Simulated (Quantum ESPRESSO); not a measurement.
# CuI (Marshite) (F-43m) in Quantum ESPRESSO: notebook, part 2 of 2

Quantum ESPRESSO 7.5. The steps go on from the part before.

**3. Phonons, LDA**

The input, pw.in:

```
&CONTROL
  calculation = 'scf'
  prefix = 'pwscf'
  outdir = './tmp'
  pseudo_dir = './pseudo'
  tprnfor = .true.
  tstress = .true.
  disk_io = 'low'
/
&SYSTEM
  ibrav = 0
  nat = 2
  ntyp = 2
  ecutwfc = 54
  ecutrho = 324
  nbnd = 20
  occupations = 'smearing'
  smearing = 'fd'
  degauss = 0.00367493
/
&ELECTRONS
  conv_thr = 4d-10
  electron_maxstep = 120
  mixing_beta = 0.5
/
ATOMIC_SPECIES
I    126.9045 I.LDA_PW-JTH.UPF
Cu    63.5460 Cu.LDA_PW-JTH.UPF
CELL_PARAMETERS angstrom
   0.0000000000    3.0315000000    3.0315000000
   3.0315000000    0.0000000000    3.0315000000
   3.0315000000    3.0315000000    0.0000000000
ATOMIC_POSITIONS crystal
I      0.0000000000    0.0000000000    0.0000000000
Cu     0.7500000000    0.7500000000    0.7500000000
K_POINTS automatic
6 6 6 1 1 1
```

The input, relax.in:

```
&CONTROL
  calculation = 'vc-relax'
  prefix = 'pwscf'
  outdir = './tmp'
  pseudo_dir = './pseudo'
  tprnfor = .true.
  tstress = .true.
  disk_io = 'low'
  nstep = 40
  forc_conv_thr = 0.0001
  etot_conv_thr = 1d-06
/
&SYSTEM
  ibrav = 0
  nat = 2
  ntyp = 2
  ecutwfc = 54
  ecutrho = 324
  nbnd = 20
  occupations = 'smearing'
  smearing = 'fd'
  degauss = 0.00367493
/
&ELECTRONS
  conv_thr = 4d-10
  electron_maxstep = 120
  mixing_beta = 0.5
/
&IONS
  ion_dynamics = 'bfgs'
/
&CELL
  cell_dynamics = 'bfgs'
  press = 0
  press_conv_thr = 0.2
/
ATOMIC_SPECIES
I    126.9045 I.LDA_PW-JTH.UPF
Cu    63.5460 Cu.LDA_PW-JTH.UPF
CELL_PARAMETERS angstrom
   0.0000000000    3.0315000000    3.0315000000
   3.0315000000    0.0000000000    3.0315000000
   3.0315000000    3.0315000000    0.0000000000
ATOMIC_POSITIONS crystal
I      0.0000000000    0.0000000000    0.0000000000
Cu     0.7500000000    0.7500000000    0.7500000000
K_POINTS automatic
6 6 6 1 1 1
```

The input, gamma.in:

```
&CONTROL
  calculation = 'bands'
  prefix = 'pwscf'
  outdir = './tmp'
  pseudo_dir = './pseudo'
  disk_io = 'low'
  verbosity = 'high'
/
&SYSTEM
  ibrav = 0
  nat = 2
  ntyp = 2
  ecutwfc = 54
  ecutrho = 324
  nbnd = 20
  occupations = 'smearing'
  smearing = 'fd'
  degauss = 0.00367493
/
&ELECTRONS
  conv_thr = 1d-08
  electron_maxstep = 120
  mixing_beta = 0.5
  diago_full_acc = .true.
  startingwfc = 'random'
/
ATOMIC_SPECIES
I    126.9045 I.LDA_PW-JTH.UPF
Cu    63.5460 Cu.LDA_PW-JTH.UPF
CELL_PARAMETERS angstrom
   0.0000000000    2.9415184700    2.9415184700
   2.9415184700    0.0000000000    2.9415184700
   2.9415184700    2.9415184700    0.0000000000
ATOMIC_POSITIONS crystal
I      0.0000000000    0.0000000000    0.0000000000
Cu     0.7500000000    0.7500000000    0.7500000000
K_POINTS crystal
1
0.0 0.0 0.0 1
```

The input, scf2.in:

```
&CONTROL
  calculation = 'scf'
  prefix = 'pwscf'
  outdir = './tmp'
  pseudo_dir = './pseudo'
  tprnfor = .true.
  tstress = .true.
  disk_io = 'low'
/
&SYSTEM
  ibrav = 0
  nat = 2
  ntyp = 2
  ecutwfc = 54
  ecutrho = 324
  nbnd = 20
  occupations = 'fixed'
/
&ELECTRONS
  conv_thr = 1d-13
  electron_maxstep = 120
  mixing_beta = 0.5
  startingpot = 'file'
/
ATOMIC_SPECIES
I    126.9045 I.LDA_PW-JTH.UPF
Cu    63.5460 Cu.LDA_PW-JTH.UPF
CELL_PARAMETERS angstrom
   0.0000000000    2.9415184700    2.9415184700
   2.9415184700    0.0000000000    2.9415184700
   2.9415184700    2.9415184700    0.0000000000
ATOMIC_POSITIONS crystal
I      0.0000000000    0.0000000000    0.0000000000
Cu     0.7500000000    0.7500000000    0.7500000000
K_POINTS automatic
6 6 6 1 1 1
```

The input, ph.in:

```
phonons of CuI
&INPUTPH
  prefix = 'pwscf'
  outdir = './tmp'
  tr2_ph = 1d-18
  fildyn = 'dyn'
  niter_ph = 90
  alpha_mix(1) = 0.7
  epsil = True
/
0.0000000000 0.0000000000 0.0000000000
```

The input, dynmat.in:

```
&INPUT
  fildyn = 'dyn'
  asr = 'crystal'
  lperm = .true.
  filout = 'dynmat.disp'
  fileig = 'dynmat.eig'
/
```

The input, dynmat_lo.in:

```
&INPUT
  fildyn = 'dyn'
  asr = 'crystal'
  filout = 'dynmat_lo.disp'
  fileig = 'dynmat_lo.eig'
  q(1) = 0
  q(2) = 0
  q(3) = 1
/
```

Potentials or basis: JTH 2.0 LDA.

Run with:

```console
OMP_NUM_THREADS=1 pw.x -in pw.in > pw.out
OMP_NUM_THREADS=1 pw.x -in relax.in > relax.out
OMP_NUM_THREADS=1 pw.x -in gamma.in > gamma.out
OMP_NUM_THREADS=1 pw.x -in scf2.in > scf2.out
OMP_NUM_THREADS=1 ph.x -in ph.in > ph.out
OMP_NUM_THREADS=1 dynmat.x -in dynmat.in > dynmat.out
OMP_NUM_THREADS=1 dynmat.x -in dynmat_lo.in > dynmat_lo.out
```

pw.out:

```text
This program is part of the open-source Quantum ESPRESSO suite
     for quantum simulation of materials; please cite
         "P. Giannozzi et al., J. Phys.:Condens. Matter 21 395502 (2009);
         "P. Giannozzi et al., J. Phys.:Condens. Matter 29 465901 (2017);
         "P. Giannozzi et al., J. Chem. Phys. 152 154105 (2020);
     in publications or presentations arising from this work. More details at

     file I.LDA_PW-JTH.UPF: wavefunction(s)  0S 0P renormalized
     file Cu.LDA_PW-JTH.UPF: wavefunction(s)  3S 3P 0P 3D 0D renormalized
     Message from routine setup:
     using ibrav=0 with symmetry is DISCOURAGED, use correct ibrav instead

     G-vector sticks info
     --------------------
     sticks:   dense  smooth     PW     G-vecs:    dense   smooth      PW
     Sum        1483     967    301                37117    20107    3383

     Using Slab Decomposition

     bravais-lattice index     =            0
     lattice parameter (alat)  =       8.1016  a.u.
     unit-cell volume          =     376.0099 (a.u.)^3
     number of atoms/cell      =            2
     number of atomic types    =            2
     number of electrons       =        26.00
     number of Kohn-Sham states=           20
     kinetic-energy cutoff     =      54.0000  Ry
     charge density cutoff     =     324.0000  Ry
     scf convergence threshold =      4.0E-10
     mixing beta               =       0.5000
     number of iterations used =            8  plain     mixing
     Exchange-correlation= SLA PW NOGX NOGC
                           (   1   4   0   0   0   0   0)

     celldm(1)=   8.101612  celldm(2)=   0.000000  celldm(3)=   0.000000
     celldm(4)=   0.000000  celldm(5)=   0.000000  celldm(6)=   0.000000

[... 8 lines left out ...]
               b(3) = (  0.707107  0.707107 -0.707107 )

     PseudoPot. # 1 for I  read from file:
     I.LDA_PW-JTH.UPF
     Pseudo is Projector augmented-wave + core cor, Zval =  7.0
     Generated using ATOMPAW code
     Shape of augmentation charge: SINC**2
     Using radial grid of 1095 points,  4 beta functions with:
                l(1) =   0
                l(2) =   0
                l(3) =   1
                l(4) =   1
     Q(r) pseudized with 0 coefficients

     PseudoPot. # 2 for Cu read from file:
     Cu.LDA_PW-JTH.UPF
     Pseudo is Projector augmented-wave + core cor, Zval = 19.0
     Generated using ATOMPAW code
     Shape of augmentation charge: SINC**2
     Using radial grid of 1047 points,  6 beta functions with:
                l(1) =   0
                l(2) =   0
                l(3) =   1
                l(4) =   1
                l(5) =   2
                l(6) =   2
     Q(r) pseudized with 0 coefficients

     atomic species   valence    mass     pseudopotential
     I                 7.00   126.90450     I ( 1.00)
     Cu               19.00    63.54600     Cu( 1.00)

     24 Sym. Ops. (no inversion) found

   Cartesian axes

     site n.     atom                  positions (alat units)
         1        I      tau(   1) = (   0.0000000   0.0000000   0.0000000  )
         2        Cu     tau(   2) = (   1.0606602   1.0606602   1.0606602  )

     number of k points=    28  Fermi-Dirac smearing, width (Ry)=  0.0037
                       cart. coord. in units 2pi/alat
        k(    1) = (   0.0589256   0.0589256   0.0589256), wk =   0.0185185
        k(    2) = (   0.1767767   0.1767767  -0.0589256), wk =   0.0555556
        k(    3) = (   0.2946278   0.2946278  -0.1767767), wk =   0.0555556
        k(    4) = (  -0.2946278  -0.2946278   0.4124790), wk =   0.0555556
        k(    5) = (  -0.1767767  -0.1767767   0.2946278), wk =   0.0555556
        k(    6) = (  -0.0589256  -0.0589256   0.1767767), wk =   0.0555556
[... 20 lines left out ...]
        k(   27) = (   0.2946278   0.2946278   0.2946278), wk =   0.0185185
        k(   28) = (  -0.2946278  -0.2946278   0.8838835), wk =   0.0555556

     Dense  grid:    37117 G-vectors     FFT dimensions: (  48,  48,  48)

     Smooth grid:    20107 G-vectors     FFT dimensions: (  40,  40,  40)

     Check: negative core charge=   -0.000001

     Initial potential from superposition of free atoms

     starting charge      25.9997, renormalised to      26.0000

     negative rho (up, down):  3.710E-03 0.000E+00
     Starting wfcs are   26 randomized atomic wfcs

     Self-consistent Calculation

     iteration #  1     ecut=    54.00 Ry     beta= 0.50
     Davidson diagonalization with overlap
     ethr =  1.00E-02,  avg # of iterations =  7.3

     Threshold (ethr) on eigenvalues was too large:
     Diagonalizing with lowered threshold

     Davidson diagonalization with overlap
     ethr =  1.96E-04,  avg # of iterations =  4.4

     negative rho (up, down):  3.969E-03 0.000E+00
[... 76 lines left out ...]
     iteration # 10     ecut=    54.00 Ry     beta= 0.50
     Davidson diagonalization with overlap
     ethr =  1.61E-10,  avg # of iterations =  2.0

     negative rho (up, down):  4.260E-03 0.000E+00

     End of self-consistent calculation

          k = 0.0589 0.0589 0.0589 (  2541 PWs)   bands (ev):

  -103.7232 -61.5795 -61.5795 -61.5795  -7.0824   3.1869   3.3284   3.3284
     5.0772   5.0772   6.5862   6.9133   6.9133   8.3334  11.7509  11.9539
    11.9539  15.6766  16.4212  16.4212

          k = 0.1768 0.1768-0.0589 (  2543 PWs)   bands (ev):

  -103.7232 -61.5796 -61.5795 -61.5795  -6.9251   2.6086   3.2759   3.3572
     5.0512   5.0892   5.9094   6.4247   6.7741   9.2524  11.6679  12.2530
    12.5896  15.3260  16.0478  16.9425

          k = 0.2946 0.2946-0.1768 (  2516 PWs)   bands (ev):

  -103.7232 -61.5796 -61.5795 -61.5795  -6.6588   1.7266   3.2411   3.3649
     5.0697   5.1099   5.3195   6.1192   6.4076   9.3686  12.3132  12.5212
    13.4083  16.1049  16.1438  17.7040

          k =-0.2946-0.2946 0.4125 (  2514 PWs)   bands (ev):
[... 19 lines left out ...]
  -103.7232 -61.5796 -61.5795 -61.5795  -6.8506   2.4502   3.2790   3.2920
     5.0079   5.1165   5.8791   6.2793   6.3246   9.8490  10.6994  13.0029
    13.2141  14.4077  17.2120  17.8633

          k = 0.4125 0.1768-0.0589 (  2520 PWs)   bands (ev):

  -103.7232 -61.5796 -61.5795 -61.5795  -6.6304   1.9219   3.0704   3.3014
     5.0046   5.1340   5.4383   5.7780   6.1009  10.2825  11.0365  12.6217
    14.0272  15.4972  18.1351  18.6581

          k =-0.1768-0.4125 0.5303 (  2515 PWs)   bands (ev):
[... 7 lines left out ...]
  -103.7232 -61.5796 -61.5796 -61.5795  -6.5656   1.8310   2.8279   3.3430
     5.0403   5.0933   5.3401   5.6156   6.1832  10.4151  11.8241  12.4210
    13.8153  15.5889  17.5737  18.8667

          k = 0.0589-0.1768 0.2946 (  2532 PWs)   bands (ev):

  -103.7232 -61.5796 -61.5795 -61.5795  -6.7917   2.2466   3.1925   3.3467
     5.0270   5.1117   5.6564   6.0802   6.5042   9.8239  11.3864  12.6233
    12.9994  15.0094  16.8731  17.6529

          k = 0.5303 0.0589 0.0589 (  2514 PWs)   bands (ev):
[... 7 lines left out ...]
  -103.7232 -61.5796 -61.5796 -61.5796  -6.3956   1.5856   2.8404   3.2150
     5.0032   5.1043   5.1834   5.4272   5.6287  10.0973  10.7142  14.2530
    15.2940  16.5789  18.6295  19.3837

          k = 0.0589-0.4125 0.5303 (  2517 PWs)   bands (ev):

  -103.7232 -61.5796 -61.5796 -61.5795  -6.4293   1.7954   2.4795   3.2856
     4.9764   5.0874   5.2691   5.4352   5.8460  10.4332  11.9465  13.2651
    14.5196  15.3483  17.1988  19.9604

          k = 0.1768-0.2946 0.4125 (  2510 PWs)   bands (ev):

  -103.7232 -61.5796 -61.5795 -61.5795  -6.5615   1.5947   3.0796   3.3396
     5.0640   5.1083   5.2321   5.8853   6.1700   9.8011  11.8613  12.9009
    13.7528  16.2585  17.2071  18.3481

          k =-0.6482 0.0589 0.0589 (  2502 PWs)   bands (ev):

  -103.7232 -61.5796 -61.5796 -61.5796  -6.3974   1.4510   3.1266   3.2360
     5.0174   5.1638   5.1717   5.4813   5.5048   9.6882  10.0168  15.4067
    16.2412  16.6813  18.8193  19.5150

          k =-0.5303 0.1768-0.0589 (  2510 PWs)   bands (ev):

  -103.7232 -61.5796 -61.5796 -61.5795  -6.4836   1.6958   2.9349   3.2494
     5.0012   5.1290   5.2685   5.5541   5.7814  10.2307  10.8445  13.2206
    15.0862  16.1726  18.8449  19.2498

          k =-0.4125 0.0589 0.0589 (  2520 PWs)   bands (ev):

  -103.7232 -61.5796 -61.5795 -61.5795  -6.6681   2.0014   3.2210   3.2672
     4.9722   5.1435   5.6026   5.9160   5.9325  10.0791  10.3838  13.4464
    14.2013  14.9979  17.8737  19.2393

          k = 0.1768 0.1768 0.1768 (  2529 PWs)   bands (ev):
[... 37 lines left out ...]
  -103.7232 -61.5796 -61.5796 -61.5796  -6.3937   1.7930   2.5119   3.1774
     4.9925   5.0711   5.2006   5.3691   5.7122  10.9306  11.5478  12.9822
    14.0935  16.6021  18.5728  19.3065

          k =-0.7660 0.1768 0.1768 (  2523 PWs)   bands (ev):

  -103.7232 -61.5796 -61.5796 -61.5796  -6.4073   1.6857   2.6044   3.2866
     4.9628   5.1195   5.2131   5.4700   5.7206   9.9887  11.5324  14.1574
    14.7776  15.6697  17.4929  20.2280

          k = 0.2946 0.2946 0.2946 (  2512 PWs)   bands (ev):
[... 7 lines left out ...]
  -103.7232 -61.5796 -61.5796 -61.5795  -6.5149   1.5475   2.9571   3.3450
     5.0509   5.0949   5.2167   5.7726   6.1100   9.9125  11.8398  13.0424
    14.1280  16.4151  17.0916  17.7691

     the Fermi energy is     7.6439 ev

!    total energy              =    -848.99498522 Ry
     total all-electron energy =      -848.994985 Ry
     estimated scf accuracy    <          1.0E-10 Ry
     smearing contrib. (-TS)   =      -0.00000000 Ry
     internal energy E=F+TS    =    -848.99498522 Ry

     The total energy is F=E-TS. E is the sum of the following terms:
     one-electron contribution =    -395.91633551 Ry
     hartree contribution      =     150.64486028 Ry
     xc contribution           =     -38.58473872 Ry
     ewald contribution        =    -182.68600940 Ry
     one-center paw contrib.   =    -382.45276187 Ry

     convergence has been achieved in  10 iterations

     negative rho (up, down):  4.260E-03 0.000E+00

     Forces acting on atoms (cartesian axes, Ry/au):

     atom    1 type  1   force =    -0.00000000   -0.00000000    0.00000000
     atom    2 type  2   force =    -0.00000000   -0.00000000   -0.00000000

     Total force =     0.000000     Total SCF correction =     0.000000

     Computing stress (Cartesian axis) and pressure

     negative rho (up, down):  4.260E-03 0.000E+00
          total   stress  (Ry/bohr**3)                   (kbar)     P=      -39.97
  -0.00027171   0.00000000  -0.00000000          -39.97        0.00       -0.00
   0.00000000  -0.00027171  -0.00000000            0.00      -39.97       -0.00
  -0.00000000  -0.00000000  -0.00027171           -0.00       -0.00      -39.97

=------------------------------------------------------------------------------=
   JOB DONE.
=------------------------------------------------------------------------------=
```

Run time: 23 min. Hardware: 1 thread of Arm Neoverse V1, shared host; peak memory 0.2 GiB.

What came out:

| Property | Result |
| --- | --- |
| Free energy | -11551.2292 eV |
| Relaxed volume | 25.45 Å³/atom |
| Relaxed cell | a = 4.160 Å, b = 4.160 Å, c = 4.160 Å, α = 60.00°, β = 60.00°, γ = 60.00° |
| Space group after relaxing (to 0.05 Å) | F-43m (No. 216) |
| Pressure after relaxing | 0.1 GPa |
| Electronic dielectric tensor (diagonal) | 6.78 |
| Born charges (mean of the diagonal) | I -1.01; Cu +0.99 e |
| Highest phonon frequency at Γ, LO-TO splitting left out | 159 cm⁻¹ |
| Static dielectric tensor (diagonal) | 7.68 |

Step by step:
| step | energy change (eV) | largest force (eV/Å) | pressure (GPa) | volume (Å³) |
| --- | --- | --- | --- | --- |
| 1 | 0.0000 | 0.0000 | -4.00 | 55.72 |
| 2 | -0.0257 | 0.0000 | -3.23 | 54.59 |
| 3 | -0.0532 | 0.0000 | -1.98 | 52.93 |
| 4 | -0.0657 | 0.0000 | 0.46 | 50.50 |
| 5 | -0.0662 | 0.0000 | -0.04 | 50.94 |
| 6 | -0.0662 | 0.0000 | 0.00 | 50.90 |

Final structure:
```cif
data_structure
_symmetry_space_group_name_H-M 'P 1'
_symmetry_Int_Tables_number 1
_cell_length_a 4.1599
_cell_length_b 4.1599
_cell_length_c 4.1599
_cell_angle_alpha 60.000
_cell_angle_beta 60.000
_cell_angle_gamma 60.000
_cell_volume 50.90
loop_
_atom_site_label
_atom_site_type_symbol
_atom_site_fract_x
_atom_site_fract_y
_atom_site_fract_z
_atom_site_occupancy
I1 I 0.00000 0.00000 0.00000 1
Cu1 Cu 0.75000 0.75000 0.75000 1
```

Levels at points of the mesh, in eV from the valence-band top:
```tsv
k point	band 9	band 10	band 11	band 12	band 13	band 14	band 15	band 16	band 17	band 18
(0.08, 0.08, 0.08)	-2.22	-2.22	-0.37	0.00	0.00	1.69	4.78	4.97	4.97	9.01
```

Phonon frequencies in cm⁻¹ (negative: imaginary):
```csv
q point,frequencies
"(0.000, 0.000, 0.000)",1 1 1 159 159 159
```

Electronic dielectric tensor:
```
6.78 0.00 0.00
0.00 6.78 0.00
0.00 0.00 6.78
```

Born effective charge tensors (e):
atom 1, I
```
-1.01  0.00  0.00
 0.00 -1.01  0.00
 0.00  0.00 -1.01
```
atom 2, Cu
```
0.99 0.00 0.00
0.00 0.99 0.00
0.00 0.00 0.99
```

Optical modes at Γ, degenerate ones joined, polar ones without the macroscopic field:
```tsv
cm⁻¹	components	symmetry	active in	IR intensity, summed ((D/Å)²/amu)
159	3	T2	IR and Raman	1.63
```

Zone-centre frequencies without and with the macroscopic field along z (cm⁻¹):
|  | optical modes in rising order |
| --- | --- |
| without | 159 159 159 |
| with the field | 159 159 169 |

Static dielectric tensor, electrons and zone-centre modes:
```
7.68 0.00 0.00
0.00 7.68 0.00
0.00 0.00 7.68
```

The run has no spin-orbit coupling, so splittings on I are missing.

**4. Comparison with measurements**

Step 2. A measured high-frequency dielectric constant of CuI is 4.84 (a printed reference work, data compilation); the calculated 6.43 misses it by +32.9 %. So large a miss can be the level of theory's own, or it may mean another phase, state or a wrong row.

Step 3. Against the measured high-frequency dielectric constant of CuI, 4.84 (a printed reference work, data compilation), the calculated 6.78 is off by +40.1 %. So large a miss can be the level of theory's own, or it may mean another phase, state or a wrong row.
